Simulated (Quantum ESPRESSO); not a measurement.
# NaCl (Pm-3m) in Quantum ESPRESSO: further runs

One crystal, NaCl, is run at these levels: r2SCAN; tasks: single point, equation of state.

All numbers are computed with Quantum ESPRESSO 7.5; they aren't measurements. Logs are shortened: lines on timing, memory, paths and dates and some standing lists are left out, and cuts for length are marked.

### 1 The structure

Symmetry: Pm-3m, No. 221, cubic system. The conventional cell has a = 3.502 Å, b = 3.502 Å, c = 3.502 Å, α = 90.00°, β = 90.00°, γ = 90.00°. Around Cl (site symmetry m-3m) lie 8 Na at 3.03 Å. Na (site symmetry m-3m) is surrounded by 8 Cl at 3.03 Å.

Measurements of this composition are mostly on another form, of space group No. 225.

### 2 Single point, r2SCAN, 20.19 Å³/atom

pw.in

```
&CONTROL
  calculation = 'scf'
  prefix = 'pwscf'
  outdir = './tmp'
  pseudo_dir = './pseudo'
  tstress = .true.
  disk_io = 'nowf'
/
&SYSTEM
  ibrav = 0
  nat = 2
  ntyp = 2
  ecutwfc = 70
  nbnd = 14
  input_dft = 'r2scan'
  occupations = 'smearing'
  smearing = 'fd'
  degauss = 0.00367493
  nosym = .true.
  nr1 = 36
  nr2 = 36
  nr3 = 36
/
&ELECTRONS
  conv_thr = 1d-08
  electron_maxstep = 120
  mixing_beta = 0.5
/
ATOMIC_SPECIES
Cl    35.4500 Cl_ONCV_PBE-1.2.upf
Na    22.9898 Na_ONCV_PBE-1.2.upf
CELL_PARAMETERS angstrom
   3.4306966741    0.0000000000    0.0000000000
   0.0000000000    3.4306966741    0.0000000000
   0.0000000000    0.0000000000    3.4306966741
ATOMIC_POSITIONS crystal
Cl     0.5000000000    0.5000000000    0.5000000000
Na     0.0000000000    0.0000000000    0.0000000000
K_POINTS automatic
6 6 6 0 0 0
```

Potentials or basis: SG15 PBE 1.2.

Run with:

```sh
OMP_NUM_THREADS=1 mpirun -n 4 pw.x -nk 4 -in pw.in > pw.out
```

pw.out:

```text
This program is part of the open-source Quantum ESPRESSO suite
     for quantum simulation of materials; please cite
         "P. Giannozzi et al., J. Phys.:Condens. Matter 21 395502 (2009);
         "P. Giannozzi et al., J. Phys.:Condens. Matter 29 465901 (2017);
         "P. Giannozzi et al., J. Chem. Phys. 152 154105 (2020);
     in publications or presentations arising from this work. More details at

     IMPORTANT: XC functional enforced from input :
     Exchange-correlation= R2SCAN
                           (   0   0   0   0   0 497 498)
     Any further DFT definition will be discarded
     Please, verify this is what you really want

     K-points division:     npool     =       4
     Subspace diagonalization in iterative solution of the eigenvalue problem:
     a serial algorithm will be used

     G-vector sticks info
     --------------------
     sticks:   dense  smooth     PW     G-vecs:    dense   smooth      PW
     Sum         949     949    293                21631    21631    3695

     Using Slab Decomposition

     bravais-lattice index     =            0
     lattice parameter (alat)  =       6.4831  a.u.
     unit-cell volume          =     272.4856 (a.u.)^3
     number of atoms/cell      =            2
     number of atomic types    =            2
     number of electrons       =        16.00
     number of Kohn-Sham states=           14
     kinetic-energy cutoff     =      70.0000  Ry
     charge density cutoff     =     280.0000  Ry
     scf convergence threshold =      1.0E-08
     mixing beta               =       0.5000
     number of iterations used =            8  plain     mixing
     Exchange-correlation= R2SCAN
                           (   0   0   0   0   0 497 498)

     celldm(1)=   6.483077  celldm(2)=   0.000000  celldm(3)=   0.000000
     celldm(4)=   0.000000  celldm(5)=   0.000000  celldm(6)=   0.000000

     crystal axes: (cart. coord. in units of alat)
               a(1) = (   1.000000   0.000000   0.000000 )
               a(2) = (   0.000000   1.000000   0.000000 )
               a(3) = (   0.000000   0.000000   1.000000 )

     reciprocal axes: (cart. coord. in units 2 pi/alat)
               b(1) = (  1.000000  0.000000  0.000000 )
               b(2) = (  0.000000  1.000000  0.000000 )
               b(3) = (  0.000000  0.000000  1.000000 )

     PseudoPot. # 1 for Cl read from file:
     Cl_ONCV_PBE-1.2.upf
     Pseudo is Norm-conserving, Zval =  7.0
     Generated using ONCVPSP code by D. R. Hamann
     Using radial grid of  602 points,  4 beta functions with:
                l(1) =   0
                l(2) =   0
                l(3) =   1
                l(4) =   1

     PseudoPot. # 2 for Na read from file:
     Na_ONCV_PBE-1.2.upf
     Pseudo is Norm-conserving, Zval =  9.0
     Generated using ONCVPSP code by D. R. Hamann
     Using radial grid of  602 points,  4 beta functions with:
                l(1) =   0
                l(2) =   0
                l(3) =   1
                l(4) =   1

     atomic species   valence    mass     pseudopotential
     Cl                7.00    35.45000     Cl( 1.00)
     Na                9.00    22.98980     Na( 1.00)

     No symmetry found

   Cartesian axes

     site n.     atom                  positions (alat units)
         1        Cl     tau(   1) = (   0.5000000   0.5000000   0.5000000  )
         2        Na     tau(   2) = (   0.0000000   0.0000000   0.0000000  )

     number of k points=   112  Fermi-Dirac smearing, width (Ry)=  0.0037

     Number of k-points >= 100: set verbosity='high' to print them.

     Dense  grid:    21631 G-vectors     FFT dimensions: (  36,  36,  36)

     WARNING: libxc functional with ID  497 depends
      on external parameters: check the user_guide of
      QE if you need to modify them or to check their
      default values.

     WARNING: libxc functional with ID  498 depends
      on external parameters: check the user_guide of
      QE if you need to modify them or to check their
      default values.

     Initial potential from superposition of free atoms

     starting charge      15.8586, renormalised to      16.0000
     Starting wfcs are random

     Self-consistent Calculation

     iteration #  1     ecut=    70.00 Ry     beta= 0.50
     Davidson diagonalization with overlap
     ethr =  1.00E-02,  avg # of iterations =  8.0

     total energy              =    -115.72243481 Ry
     estimated scf accuracy    <      21.60935728 Ry

     iteration #  2     ecut=    70.00 Ry     beta= 0.50
     Davidson diagonalization with overlap
     ethr =  1.00E-02,  avg # of iterations =  1.0

     total energy              =    -115.78618677 Ry
     estimated scf accuracy    <       5.06476587 Ry

     iteration #  3     ecut=    70.00 Ry     beta= 0.50
     Davidson diagonalization with overlap
     ethr =  1.00E-02,  avg # of iterations =  1.0

     total energy              =    -115.78958100 Ry
     estimated scf accuracy    <       0.01688949 Ry

     iteration #  4     ecut=    70.00 Ry     beta= 0.50
     Davidson diagonalization with overlap
     ethr =  1.06E-04,  avg # of iterations =  1.6

     total energy              =    -115.78986060 Ry
     estimated scf accuracy    <       0.00088005 Ry

     iteration #  5     ecut=    70.00 Ry     beta= 0.50
     Davidson diagonalization with overlap
     ethr =  5.50E-06,  avg # of iterations =  3.6

     total energy              =    -115.78990036 Ry
     estimated scf accuracy    <       0.00041588 Ry

     iteration #  6     ecut=    70.00 Ry     beta= 0.50
     Davidson diagonalization with overlap
     ethr =  2.60E-06,  avg # of iterations =  2.0

     total energy              =    -115.78990965 Ry
     estimated scf accuracy    <       0.00002691 Ry

     iteration #  7     ecut=    70.00 Ry     beta= 0.50
     Davidson diagonalization with overlap
     ethr =  1.68E-07,  avg # of iterations =  1.0

     total energy              =    -115.78991082 Ry
     estimated scf accuracy    <       0.00000037 Ry

     iteration #  8     ecut=    70.00 Ry     beta= 0.50
     Davidson diagonalization with overlap
     ethr =  2.32E-09,  avg # of iterations =  3.0

     total energy              =    -115.78991109 Ry
     estimated scf accuracy    <       0.00000032 Ry

     iteration #  9     ecut=    70.00 Ry     beta= 0.50
     Davidson diagonalization with overlap
     ethr =  1.98E-09,  avg # of iterations =  2.0

     total energy              =    -115.78991112 Ry
     estimated scf accuracy    <       0.00000002 Ry

     iteration # 10     ecut=    70.00 Ry     beta= 0.50
     Davidson diagonalization with overlap
     ethr =  1.14E-10,  avg # of iterations =  2.0

     End of self-consistent calculation

     Number of k-points >= 100: set verbosity='high' to print the bands.

     the Fermi energy is     5.3321 ev

!    total energy              =    -115.78991112 Ry
     estimated scf accuracy    <          2.0E-09 Ry
     smearing contrib. (-TS)   =       0.00000000 Ry
     internal energy E=F+TS    =    -115.78991112 Ry

     The total energy is F=E-TS. E is the sum of the following terms:
     one-electron contribution =     -57.27398639 Ry
     hartree contribution      =      32.67657543 Ry
     xc contribution           =     -18.71262756 Ry
     ewald contribution        =     -72.47987261 Ry

     convergence has been achieved in  10 iterations

     Computing stress (Cartesian axis) and pressure

          total   stress  (Ry/bohr**3)                   (kbar)     P=        9.01
   0.00006126  -0.00000000   0.00000000            9.01       -0.00        0.00
  -0.00000000   0.00006126   0.00000000           -0.00        9.01        0.00
   0.00000000   0.00000000   0.00006126            0.00        0.00        9.01

=------------------------------------------------------------------------------=
   JOB DONE.
=------------------------------------------------------------------------------=
```

It took 42 s on 4 MPI ranks of Arm Neoverse V2, shared host; peak memory 0.36 GiB.

Results:

```
Free energy            : -1575.4020 eV
Pressure               : 0.9 GPa
Band gap on the k mesh : 4.98 eV, indirect (least direct gap 5.54 eV)
```

Caveat: the potentials were made for another functional, which shifts forces and pressure; this potential file gives levels or pressures that part from those of other sets.

### 3 Single point, r2SCAN, 20.62 Å³/atom

pw.in: that of step 2 with these lines changed.

```diff
@@ -32,5 +32,5 @@
 CELL_PARAMETERS angstrom
-   3.4306966741    0.0000000000    0.0000000000
-   0.0000000000    3.4306966741    0.0000000000
-   0.0000000000    0.0000000000    3.4306966741
+   3.4548573058    0.0000000000    0.0000000000
+   0.0000000000    3.4548573058    0.0000000000
+   0.0000000000    0.0000000000    3.4548573058
 ATOMIC_POSITIONS crystal
```

Potentials or basis: SG15 PBE 1.2.

Run with:

```sh
OMP_NUM_THREADS=1 mpirun -n 4 pw.x -nk 4 -in pw.in > pw.out
```

Wall time 42 s (4 MPI ranks of Arm Neoverse V2, shared host); peak memory 0.36 GiB.

It converged, with:

```
Free energy            : -1575.4062 eV
Pressure               : 0.2 GPa
Band gap on the k mesh : 4.90 eV, indirect (least direct gap 5.44 eV)
```

Caveat: the potentials were made for another functional, which shifts forces and pressure; this potential file gives levels or pressures that part from those of other sets.

### 4 Single point, r2SCAN, 21.05 Å³/atom

pw.in: that of step 3 with these lines changed.

```diff
@@ -32,5 +32,5 @@
 CELL_PARAMETERS angstrom
-   3.4548573058    0.0000000000    0.0000000000
-   0.0000000000    3.4548573058    0.0000000000
-   0.0000000000    0.0000000000    3.4548573058
+   3.4786846609    0.0000000000    0.0000000000
+   0.0000000000    3.4786846609    0.0000000000
+   0.0000000000    0.0000000000    3.4786846609
 ATOMIC_POSITIONS crystal
```

Run with:

```sh
OMP_NUM_THREADS=1 mpirun -n 4 pw.x -nk 4 -in pw.in > pw.out
```

Run time: 46 s. Hardware: 4 MPI ranks of Arm Neoverse V2, shared host; peak memory 0.36 GiB.

Results (log left out):

| Item | Value |
| --- | --- |
| Free energy | -1575.4071 eV |
| Pressure | -0.4 GPa |
| Band gap on the k mesh | 4.82 eV, indirect (least direct gap 5.34 eV) |

Caveat: the potentials were made for another functional, which shifts forces and pressure; this potential file gives levels or pressures that part from those of other sets.

### 5 Single point, r2SCAN, 21.48 Å³/atom

pw.in: that of step 4 with these lines changed.

```diff
@@ -32,5 +32,5 @@
 CELL_PARAMETERS angstrom
-   3.4786846609    0.0000000000    0.0000000000
-   0.0000000000    3.4786846609    0.0000000000
-   0.0000000000    0.0000000000    3.4786846609
+   3.5021900000    0.0000000000    0.0000000000
+   0.0000000000    3.5021900000    0.0000000000
+   0.0000000000    0.0000000000    3.5021900000
 ATOMIC_POSITIONS crystal
```

Run with:

```sh
OMP_NUM_THREADS=1 mpirun -n 4 pw.x -nk 4 -in pw.in > pw.out
```

It took 46 s on 4 MPI ranks of Arm Neoverse V2, shared host; peak memory 0.36 GiB.

It converged, with:

```
Free energy            : -1575.4048 eV
Pressure               : -0.9 GPa
Band gap on the k mesh : 4.75 eV, indirect (least direct gap 5.25 eV)
```

Caveat: the potentials were made for another functional, which shifts forces and pressure; this potential file gives levels or pressures that part from those of other sets.

### 6 Single point, r2SCAN, 21.91 Å³/atom

pw.in: that of step 5 with these lines changed.

```diff
@@ -32,5 +32,5 @@
 CELL_PARAMETERS angstrom
-   3.5021900000    0.0000000000    0.0000000000
-   0.0000000000    3.5021900000    0.0000000000
-   0.0000000000    0.0000000000    3.5021900000
+   3.5253839872    0.0000000000    0.0000000000
+   0.0000000000    3.5253839872    0.0000000000
+   0.0000000000    0.0000000000    3.5253839872
 ATOMIC_POSITIONS crystal
```

Potentials or basis: SG15 PBE 1.2.

Run with:

```sh
OMP_NUM_THREADS=1 mpirun -n 4 pw.x -nk 4 -in pw.in > pw.out
```

Run time: 47 s. Hardware: 4 MPI ranks of Arm Neoverse V2, shared host; peak memory 0.36 GiB.

The run converged. Its results:

```
Free energy            : -1575.3998 eV
Pressure               : -1.4 GPa
Band gap on the k mesh : 4.68 eV, indirect (least direct gap 5.17 eV)
```

Caveat: the potentials were made for another functional, which shifts forces and pressure; this potential file gives levels or pressures that part from those of other sets.

### 7 Single point, r2SCAN, 22.34 Å³/atom

pw.in: that of step 6 with these lines changed.

```diff
@@ -32,5 +32,5 @@
 CELL_PARAMETERS angstrom
-   3.5253839872    0.0000000000    0.0000000000
-   0.0000000000    3.5253839872    0.0000000000
-   0.0000000000    0.0000000000    3.5253839872
+   3.5482767325    0.0000000000    0.0000000000
+   0.0000000000    3.5482767325    0.0000000000
+   0.0000000000    0.0000000000    3.5482767325
 ATOMIC_POSITIONS crystal
```

Run with:

```sh
OMP_NUM_THREADS=1 mpirun -n 4 pw.x -nk 4 -in pw.in > pw.out
```

Run time: 46 s. Hardware: 4 MPI ranks of Arm Neoverse V2, shared host; peak memory 0.36 GiB.

Results (log left out):

| Property | Result |
| --- | --- |
| Free energy | -1575.3925 eV |
| Pressure | -1.8 GPa |
| Band gap on the k mesh | 4.62 eV, indirect (least direct gap 5.09 eV) |

Caveat: the potentials were made for another functional, which shifts forces and pressure; this potential file gives levels or pressures that part from those of other sets.

### 8 Single point, r2SCAN, 22.77 Å³/atom

pw.in: that of step 7 with these lines changed.

```diff
@@ -32,5 +32,5 @@
 CELL_PARAMETERS angstrom
-   3.5482767325    0.0000000000    0.0000000000
-   0.0000000000    3.5482767325    0.0000000000
-   0.0000000000    0.0000000000    3.5482767325
+   3.5708778306    0.0000000000    0.0000000000
+   0.0000000000    3.5708778306    0.0000000000
+   0.0000000000    0.0000000000    3.5708778306
 ATOMIC_POSITIONS crystal
```

Run with:

```sh
OMP_NUM_THREADS=1 mpirun -n 4 pw.x -nk 4 -in pw.in > pw.out
```

Wall time 47 s (4 MPI ranks of Arm Neoverse V2, shared host); peak memory 0.36 GiB.

It converged, with:

```yaml
Free_energy: -1575.3829 eV
Pressure: -2.2 GPa
Band_gap_on_the_k_mesh: 4.56 eV, indirect (least direct gap 5.01 eV)
```

Caveat: the potentials were made for another functional, which shifts forces and pressure; this potential file gives levels or pressures that part from those of other sets.

### 9 Equation of state, r2SCAN

Potentials or basis: SG15 PBE 1.2.

No new run: the results of the series are fitted here.

Results:

- Equilibrium volume: 20.94 Å³/atom
- Bulk modulus: 29 GPa
- Pressure derivative of the bulk modulus: 4.8 (rough: it moves with the points fitted)

Energy against volume, from the lowest point:
| volume (Å³/atom) | energy (meV/atom) |
| --- | --- |
| 20.189 | 2.57 |
| 20.619 | 0.47 |
| 21.048 | 0.00 |
| 21.478 | 1.15 |
| 21.907 | 3.66 |
| 22.337 | 7.34 |
| 22.766 | 12.12 |

Caveat: the potentials were made for another functional, which shifts forces and pressure; this potential file gives levels or pressures that part from those of other sets.
